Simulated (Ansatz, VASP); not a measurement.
**Two plane-wave programs on Al**

The input INCAR:

```
SYSTEM = Al
  PREC = Accurate
  ENCUT = 520
  EDIFF = 1E-6
  ISMEAR = 0
  SIGMA = 0.15
  LREAL = .False.
  LASPH = .True.
  NELM = 100
  ALGO = Normal
  ISIF = 2
  LWAVE = .False.
  LCHARG = .False.
  GGA = PS
  NBANDS = 8
```

Contents of KPOINTS:

```
regular mesh
0
Gamma
  20 20 20
  0 0 0
```

POSCAR

```
Al
1.0
    0.0000000000      1.9430208000      2.1858984000
    1.9430208000      0.0000000000      2.1858984000
    1.9430208000      1.9430208000      0.0000000000
Al
1
Direct
    0.0000000000      0.0000000000      0.0000000000
```

Input for Ansatz:

```yaml
crystal:
  lattice:
    - [0.0, 1.9430208, 2.1858984]
    - [1.9430208, 0.0, 2.1858984]
    - [1.9430208, 1.9430208, 0.0]
  atoms:
    - { symbol: Al, position: [0.0, 0.0, 0.0] }
basis:
  ecutwfc: 420
kpoints:
  mp_grid: { grid: [20, 20, 20] }
hamiltonian:
  xc: pbesol
scf:
  occupations: { method: gaussian, width: 0.15 }
output:
  forces: true
  stress: true
  eigenvalues: true
  write_density: true
  write_potential: true
  elf: true
  volumetric_format: npy
```

Change from the starting cell: strain -0.040 along x and y, +0.080 along z, atoms carried along.

Alike in both runs: task single point; functional PBEsol; k mesh 20 × 20 × 20; occupations gaussian, width 0.15 eV; no spin polarisation.

```csv
,VASP,Ansatz
version,VASP 6.6.1,Ansatz 0.2.0
potentials or method,"VASP PAW PBE potentials, release 64 (Al)","scalar-relativistic, plane waves, PAW"
plane-wave cutoff (eV),520,420
valence electrons in the cell,3,3
```

|  | VASP | Ansatz | Ansatz less VASP |
| --- | --- | --- | --- |
| gap on the k mesh at the Fermi level (eV) | none | none | - |
| pressure (GPa) | -0.5 | -0.5 | -0.06 |
| largest component of the traceless stress (GPa) | 4.87 | 4.84 | -0.031 |

A gap of «none» marks a metal or a gap that the smearing closes.

Caveats: the PAW data sets were made with another functional, which shifts forces and pressure a little (VASP).
